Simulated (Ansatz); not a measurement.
Crystal: NiO2.

```
Ni O
1.0
     2.79878    0.00000    0.00000
    -1.39939    2.42382    0.00000
     0.00000    0.00000    4.61827
Ni O
1 2
Direct
  0.00000 0.00000 0.50000
  0.33333 0.66667 0.29396
  0.66667 0.33333 0.70604
```

The cell comes from a database or a generator and needn't be the stable form of this composition.

Base run:

| Item | Value |
| --- | --- |
| Program | Ansatz 0.2.0 |
| Functional | PBEsol |
| Potentials or basis | Ansatz PAW |
| Cutoff | 420 eV |
| Density cutoff | 1680 eV |
| k mesh | 11 × 11 × 6 |
| Occupations | gaussian, width 0.02 eV |
| Spin | collinear spin, ferromagnetic start |
| Starting moments | [1.0, 0.0, 0.0] μB |

Its results: band gap on the k mesh 0.89 eV, indirect (least direct gap 1.15 eV); pressure -4.6 GPa; net moment 0.00 μB per cell; largest force 0.475 eV/Å.

Question: The run is repeated on the same cell with these changes: dispersion from none to D4; hubbard terms from none to Ni d U = 5 eV; hubbard projectors from none to atomic. What comes out?

Answer: Band gap on the k mesh 1.34 eV, indirect (least direct gap 1.51 eV); pressure -6.2 GPa; net moment 0.00 μB per cell; largest force 0.414 eV/Å.

Several settings changed at once, so the effect can't be laid on one alone.

Caveats: the PAW data sets come from PBE, with cores solved anew for the run's functional, which leaves a small shift of forces and pressure; odd divisions of the mesh miss points on the zone boundary, where band edges often lie, so the gap on the mesh can be too wide (some runs); the magnetic or orbital state may not be the lowest (some runs).

A k mesh can miss the band edges.

Not every run made on this cell is shown here.
